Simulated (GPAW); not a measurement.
The system is SnO2.

```
Sn O
1.0
     1.61709    0.93363    4.80059
    -1.61709    0.93363    4.80059
     0.00000   -1.86726    4.80059
Sn O
1 2
Cartesian
  0.0000 0.0000 7.2009
  0.0000 0.0000 10.9861
  0.0000 0.0000 3.4157
```

Measurements of this composition are mostly on another form, of space group No. 136.

Base run:

| Item | Value |
| --- | --- |
| Program | GPAW 26.7.0 |
| Functional | LDA |
| Potentials or basis | the program's PAW data sets (release 1.2.1) made for this functional |
| Cutoff | 800 eV |
| Basis | pw |
| k mesh | 6 × 6 × 6 |
| Occupations | fermi-dirac, width 0.05 eV |
| Spin | no spin polarisation |

Its results: band gap on the k mesh 1.79 eV, indirect (least direct gap 1.91 eV); pressure -10.6 GPa; largest force 0.786 eV/Å.

Task: The run is repeated on the same cell with these changes: functional from LDA to r2SCAN; potentials or basis from the program's PAW data sets (release 1.2.1) made for this functional to GPAW PAW data sets (gpaw-data 1.2.1). What comes out?

Result: Band gap on the k mesh 2.47 eV, indirect (least direct gap 2.58 eV); pressure -8.0 GPa; largest force 0.697 eV/Å.

Caveats: spin-orbit coupling is left out, which moves the levels of the heavy elements; the PAW data sets were made with another functional, which shifts forces and pressure a little (some runs).

Not every run made on this cell is shown here.
